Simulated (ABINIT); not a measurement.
Crystal: GaSb.

```xyz
2
Lattice="0.0000 3.0590 3.0590 3.0590 0.0000 3.0590 3.0590 3.0590 0.0000" Properties=species:S:1:pos:R:3 pbc="T T T"
Sb    4.5885    4.5885    4.5885
Ga    0.0000    0.0000    0.0000
```

Program: ABINIT 10.8.3 (patched build). Alike in all runs: task band structure; level r2SCAN; no spin polarisation; cell as given; k mesh 6 × 6 × 6; smearing fermi-dirac 0.05 eV. Hardware: 4 MPI ranks on Arm Neoverse V2 (shared host).

Question: Order these runs on this cell by their wall time, lowest first.
A. potentials or basis PseudoDojo NC SR PBE v0.4.1 standard; cutoff (eV) 1306
B. potentials or basis Ansatz PAW PBE default generated set, frozen core; cutoff (eV) 490; fine-grid cutoff 979.61 eV
C. potentials or basis SG15 NC PBE v1.2; cutoff (eV) 2014

Answer: B (91 s), C (420 s), A (940 s).

Caveats: the atomic spheres overlap (some runs); a meta-GGA on potentials with a model core is unreliable (some runs).
